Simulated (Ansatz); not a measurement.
ZrS: projected density of states with PBEsol+U

ZrS:

```
CELL_PARAMETERS angstrom
0.00000 2.62500 2.62500
2.62500 0.00000 2.62500
2.62500 2.62500 0.00000
ATOMIC_POSITIONS crystal
Zr 0.00000 0.00000 0.00000
S 0.50000 0.50000 0.50000
```

* Program: Ansatz 0.2.0
* Task: projected density of states
* Functional: PBEsol
* Potentials or basis: Ansatz PAW
* Cutoff: 420 eV (not typed: the program's choice for these potentials)
* k mesh: 9 × 9 × 9
* Occupations: fermi-dirac, width 0.05 eV
* Spin: no spin polarisation
* Hubbard terms: Zr d U = 8 eV
* Hubbard projectors: ortho-atomic (the default)
* Double counting: fll (the default)

| Property | Result |
| --- | --- |
| Pressure | 3.7 GPa |
| Band gap on the k mesh | none (metal or under the smearing width) |
| Density of states at the Fermi level | 1.16 states/eV per cell |

Levels at points of the mesh, in eV from the Fermi level:
| k point | band 5 | band 6 | band 7 | band 8 | band 9 | band 10 | band 11 | band 12 | band 13 | band 14 |
| --- | --- | --- | --- | --- | --- | --- | --- | --- | --- | --- |
| (0.00, 0.00, 0.00) | -16.16 | -3.82 | -3.82 | -3.82 | -1.30 | -1.30 | -1.30 | 0.72 | 0.72 | 1.23 |

States per cell in windows of 1 eV (zero at the Fermi level; states under -8 eV left out):
```tsv
from (eV)	total	Zr 4d	S 3p	Zr 5s	S 3s	Zr 4p
-8.0	1.27	0.21	0.84	0.16	0.02	0.02
-7.0	1.24	0.21	0.93	0.04	0.02	0.03
-6.0	2.93	0.65	2.22	0.01	0.01	0.03
-5.0	0.42	0.06	0.35	0.00	0.00	0.00
-4.0	0.03	0.03	0.00	0.00	0.00	0.00
-3.0	0.30	0.25	0.03	0.00	0.00	0.00
-2.0	0.69	0.58	0.07	0.01	0.00	0.00
-1.0	1.06	0.86	0.10	0.03	0.01	0.00
0.0	1.44	1.20	0.10	0.04	0.01	0.00
1.0	3.02	2.58	0.15	0.12	0.05	0.00
2.0	1.90	1.03	0.15	0.29	0.09	0.00
3.0	1.66	0.65	0.16	0.18	0.11	0.00
4.0	1.03	0.31	0.11	0.12	0.04	0.00
5.0	0.84	0.22	0.10	0.07	0.01	0.00
6.0	1.51	0.32	0.14	0.07	0.02	0.00
7.0	0.52	0.04	0.02	0.03	0.00	0.00
```

Eigenvalues of the final occupation matrices:
```tsv
site	spin	trace	eigenvalues
site 1	1	1.51	0.19 0.19 0.37 0.37 0.37
```

Run time: 2.6 s on 2 threads of Intel(R) Xeon(R) 6975P-C (Granite Rapids), with other jobs on the host, peak memory 0.36 GiB.

Caveat: U without spin polarisation on a metal has little footing; the PAW data sets come from PBE, with cores solved anew for the run's functional, which leaves a small shift of forces and pressure.
